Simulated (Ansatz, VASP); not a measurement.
## Cross-check of InSb between VASP and Ansatz

One calculation is typed for both programs; each brings its own data sets. How far apart do they land? The cell is taken from a series of runs on this material, whose earlier steps may have relaxed, scaled, displaced or heated it; both programs get it as it stands. Valence electrons are named where the data sets of a main pair hold unlike numbers.

Program: Ansatz 0.2.0. Level of theory: plane waves, with VASP 6.6.1 beside it; single point at LDA. Results are calculated unless marked as measured.

### Step 1. The starting structure

The cell holds 12 atoms: 6 In and 6 Sb. Cell: a = 9.162 Å, b = 6.478 Å, c = 25.430 Å, α = 90.0°, β = 90.0°, γ = 90.0°. It derives from InSb. Vacuum lies along c.

### Step 2. VASP: single point, LDA

A single point gives forces, pressure and levels at one fixed geometry, so differences don't come from the geometry; what else differs is listed under the comparison.

Lines of VASP's logs that name or quote its potential files are left out, and so is its time.

INCAR reads:

```
SYSTEM = InSb
PREC = Accurate
ENCUT = 400
EDIFF = 1E-06
NELM = 100
ISMEAR = 0
SIGMA = 0.05
LREAL = .FALSE.
ALGO = Normal
GGA = PW92
NBANDS = 66
LORBIT = 11
LWAVE = .FALSE.
LCHARG = .FALSE.
NCORE = 4
ISIF = 0
LDIPOL = .TRUE.
IDIPOL = 3
DIPOL = 0.5 0.5 0.416
LVHAR = .TRUE.
```

POSCAR reads:

```
InSb
1.0
    9.1615583000      0.0000000000      0.0000000000
    0.0000000000      6.4782000000      0.0000000000
    0.0000000000      0.0000000000     25.4296791500
In Sb
6 6
Direct
    0.2500000000      0.5000000000      0.3287497200
    0.7500000000      0.5000000000      0.3287497200
    0.5000000000      0.0664316000      0.4293520300
    0.0000000000      0.0664316000      0.4293520300
    0.7500000000      0.4896625700      0.4804712100
    0.2500000000      0.4896625700      0.4804712100
    0.5000000000      0.2500000000      0.3287497200
    0.0000000000      0.2500000000      0.3287497200
    0.7500000000      0.8184724700      0.4070519400
    0.2500000000      0.8184724700      0.4070519400
    0.0000000000      0.3001690500      0.5222790000
    0.5000000000      0.3001690500      0.5222790000
```

KPOINTS reads:

```
Automatic mesh
0
Gamma
2 3 1
0 0 0
```

PAW data sets: In_d and Sb (LDA family, release 64).

Command:

```
$ mpirun -np 4 vasp_std
```

Numbers of over 12 decimals in the logs are rounded to 6 here.

Output:

```text
[banner, memory and clock lines left out]
running    4 mpi-ranks, on    1 nodes
 distrk:  each k-point on    4 cores,    1 groups
 distr:  one band on    4 cores,    1 groups

 POSCAR found type information on POSCAR InSb
 POSCAR found :  2 types and      12 ions
|                                                                             |
|               ----> ADVICE to this user running VASP <----                  |
|                                                                             |
|     You enforced a specific xc type in the INCAR file but a different       |
|     [... a line on the potential file left out ...]
|     I HOPE YOU KNOW WHAT YOU ARE DOING!                                     |
|                                                                             |

 LDA part: xc-table for (Slater(with rela. corr.)+PW92), standard interpolation
 POSCAR, INCAR and KPOINTS ok, starting setup
 FFT: planning ... GRIDC
 FFT: planning ... GRID_SOFT
 FFT: planning ... GRID
 WAVECAR not read
 entering main loop
       N       E                     dE             d eps       ncg     rms          rms(c)
DAV:   1     0.777855137563E+03    0.77786E+03   -0.35463E+04   680   0.100E+03
DAV:   2     0.225962615012E+02   -0.75526E+03   -0.74354E+03   628   0.294E+02
DAV:   3    -0.430719425005E+02   -0.65668E+02   -0.65104E+02   632   0.122E+02
DAV:   4    -0.458051410825E+02   -0.27332E+01   -0.27296E+01   624   0.291E+01
DAV:   5    -0.459290974300E+02   -0.12396E+00   -0.12394E+00   776   0.470E+00    0.960E+00
DAV:   6    -0.446531154286E+02    0.12760E+01   -0.18957E+00   678   0.978E+00    0.536E+00
DAV:   7    -0.443894666870E+02    0.26365E+00   -0.15034E+00   648   0.642E+00    0.116E+00
DAV:   8    -0.443730868625E+02    0.16380E-01   -0.21506E-01   584   0.369E+00    0.116E+00
DAV:   9    -0.443731537409E+02   -0.66878E-04   -0.19412E-02   760   0.650E-01    0.108E+00
DAV:  10    -0.443756851036E+02   -0.25314E-02   -0.54559E-03   704   0.412E-01    0.487E-01
DAV:  11    -0.443735482089E+02    0.21369E-02   -0.13009E-02   664   0.699E-01    0.502E-01
DAV:  12    -0.443735324820E+02    0.15727E-04   -0.14079E-03   632   0.182E-01    0.188E-01
DAV:  13    -0.443739075806E+02   -0.37510E-03   -0.12865E-04   696   0.620E-02    0.696E-02
DAV:  14    -0.443758439814E+02   -0.19364E-02   -0.95546E-04   570   0.103E-01    0.153E-01
[...]
DAV:  18    -0.443772753415E+02   -0.28973E-03   -0.23061E-05   494   0.104E-02    0.348E-02
DAV:  19    -0.443774450310E+02   -0.16969E-03   -0.88298E-06   444   0.123E-02    0.277E-02
DAV:  20    -0.443774961169E+02   -0.51086E-04   -0.28919E-06   480   0.542E-03    0.619E-03
DAV:  21    -0.443775666552E+02   -0.70538E-04   -0.26451E-06   410   0.477E-03    0.909E-03
DAV:  22    -0.443775798046E+02   -0.13149E-04   -0.60382E-07   390   0.400E-03    0.466E-03
DAV:  23    -0.443775838344E+02   -0.40299E-05   -0.93485E-08   336   0.190E-03    0.307E-03
DAV:  24    -0.443775959670E+02   -0.12133E-04   -0.72499E-07   350   0.172E-03    0.184E-03
DAV:  25    -0.443775961455E+02   -0.17846E-06   -0.35310E-08   350   0.104E-03
   1 F= -.44377596E+02 E0= -.44376531E+02  d E =-.213060E-02
```

OUTCAR, selected parts (step 2):

```text
ion  position               nearest neighbor table
   1  0.250  0.500  0.329-   7 2.81   8 2.81  10 2.87   6 3.86
   2  0.750  0.500  0.329-   7 2.81   8 2.81   9 2.87   5 3.86
   3  0.500  0.066  0.429-  12 2.81   7 2.82  10 2.85   9 2.85   5 3.80   6 3.80
   4  0.000  0.066  0.429-  11 2.81   8 2.82  10 2.85   9 2.85   5 3.80   6 3.80
   5  0.750  0.490  0.480-  11 2.81  12 2.81   9 2.83   4 3.80   3 3.80   2 3.86
   6  0.250  0.490  0.480-  11 2.81  12 2.81  10 2.83   4 3.80   3 3.80   1 3.86
   7  0.500  0.250  0.329-   1 2.81   2 2.81   3 2.82
   8  0.000  0.250  0.329-   1 2.81   2 2.81   4 2.82
   9  0.750  0.818  0.407-   5 2.83   4 2.85   3 2.85   2 2.87
  10  0.250  0.818  0.407-   6 2.83   4 2.85   3 2.85   1 2.87
  11  0.000  0.300  0.522-   4 2.81   5 2.81   6 2.81
  12  0.500  0.300  0.522-   3 2.81   5 2.81   6 2.81

  LATTYP: Found a simple orthorhombic cell.
 ALAT       =     6.4782000000
 B/A-ratio  =     1.4142135624
 C/A-ratio  =     3.9254235976

 Subroutine GETGRP returns: Found  2 space group operations
 (whereof  2 operations were pure point group operations)

The static configuration has the point symmetry C_1h.

 Found      4 irreducible k-points:

   k-points           NKPTS =      4   k-points in BZ     NKDIM =      4   number of bands    NBANDS=     66

   dimension x,y,z NGX =    60 NGY =   42 NGZ =  168
   dimension x,y,z NGXF=   120 NGYF=   84 NGZF=  336

   ENCUT  =  400.0 eV  29.40 Ry    5.42 a.u.  14.94 10.56 41.47*2*pi/ulx,y,z

   NELECT =     108.0000    total number of electrons

 k-points in reciprocal lattice and weights: Automatic mesh
   0.00000000  0.00000000  0.00000000       0.167
   0.50000000  0.00000000  0.00000000       0.167
   0.00000000  0.33333333  0.00000000       0.333
   0.50000000  0.33333333  0.00000000       0.333

 dipolmoment           0.000000      0.000000      0.045563 electrons x Angstroem

 average (electrostatic) potential at core
       1-102.8797       2-102.8797       3-102.6982       4-102.6982       5-102.9180
       6-102.9180       7 -94.8814       8 -94.8814       9 -95.3585      10 -95.3585
      11 -95.0194      12 -95.0194

 E-fermi :  -2.0382

 k-point     1 :       0.0000    0.0000    0.0000
  band No.  band energies     occupation
    ...
     50      -3.2729      2.00000
     51      -2.8940      2.00000
     52      -2.8780      2.00000
     53      -2.5067      2.00000
     54      -2.1010      1.92401
     55      -1.9576      0.02266
     56      -1.5973      0.00000
     57      -1.2082      0.00000
     58      -1.0247      0.00000
     59      -0.3796      0.00000
    ...

 k-point     2 :       0.5000    0.0000    0.0000
  band No.  band energies     occupation
    ...
     50      -3.7497      2.00000
     51      -2.9668      2.00000
     52      -2.9668      2.00000
     53      -2.6751      2.00000
     54      -2.6751      2.00000
     55      -1.4238      0.00000
     56      -1.4238      0.00000
     57      -0.4990      0.00000
     58      -0.4990      0.00000
     59       0.0493      0.00000
    ...

 k-point     3 :       0.0000    0.3333    0.0000
  band No.  band energies     occupation
    ...
     50      -2.8855      2.00000
     51      -2.8796      2.00000
     52      -2.7320      2.00000
     53      -2.6609      2.00000
     54      -2.5227      2.00000
     55      -1.9599      0.02667
     56      -1.6041      0.00000
     57      -0.8755      0.00000
     58      -0.6274      0.00000
     59      -0.5494      0.00000
    ...

  energy-cutoff  :      400.00
  volume of cell :     1509.26
      direct lattice vectors                 reciprocal lattice vectors
     9.161558300  0.000000000  0.000000000     0.109151737  0.000000000  0.000000000
     0.000000000  6.478200000  0.000000000     0.000000000  0.154363867  0.000000000
     0.000000000  0.000000000 25.429679150     0.000000000  0.000000000  0.039324130

 POSITION                                       TOTAL-FORCE (eV/Angst)
 -----------------------------------------------------------------------------------
      2.29039      3.23910      8.36000        -0.000000     -0.299601      0.730727
      6.87117      3.23910      8.36000        -0.000000     -0.299601      0.730727
      4.58078      0.43036     10.91828        -0.000000     -0.002598     -0.003962
      0.00000      0.43036     10.91828         0.000000     -0.002598     -0.003962
      6.87117      3.17213     12.21823         0.000000      0.030730      0.012401
      2.29039      3.17213     12.21823         0.000000      0.030730      0.012401
      4.58078      1.61955      8.36000         0.000000      0.288077     -0.710709
      0.00000      1.61955      8.36000         0.000000      0.288077     -0.710709
      6.87117      5.30223     10.35120         0.000000     -0.006084      0.028475
      2.29039      5.30223     10.35120         0.000000     -0.006084      0.028475
      0.00000      1.94456     13.28139         0.000000     -0.010524     -0.056933
      4.58078      1.94456     13.28139         0.000000     -0.010524     -0.056933
 -----------------------------------------------------------------------------------
    total drift:                                0.000000     -0.000931     -0.006226

  FREE ENERGIE OF THE ION-ELECTRON SYSTEM (eV)
  ---------------------------------------------------
  free  energy   TOTEN  =       -44.3775961455 eV

  energy  without entropy=      -44.3754655426  energy(sigma->0) =      -44.37653084

 vacuum level on the upper side and lower side of the slab         2.649         2.510

 total charge
# of ion       s       p       d       tot
------------------------------------------
    1        0.959   0.571   9.852  11.381
    2        0.959   0.571   9.852  11.381
    3        0.893   0.701   9.860  11.454
    4        0.893   0.701   9.860  11.454
    5        0.951   0.596   9.851  11.397
    6        0.951   0.596   9.851  11.397
    7        1.194   1.257   0.017   2.468
    8        1.194   1.257   0.017   2.468
    9        1.163   1.288   0.021   2.472
   10        1.163   1.288   0.021   2.472
   11        1.199   1.248   0.019   2.465
   12        1.199   1.248   0.019   2.465
--------------------------------------------------
tot         12.717  11.320  59.239  83.277

[... 1 further part left out ...]
```

(Continued in part 2 of 2.)

[Lines on the potential files, build, host, timing and source positions are cut from VASP's logs without a mark.]

[Logs are printed without paths, hosts, clocks, repeated set-up lines and the standing remarks that a program may print on its own settings, such as how far it seeks lower states.]

[Hosts, paths, dates, database ids (printed as entryN), source tags and the programs' standing remarks are cut or masked in the printed files.]
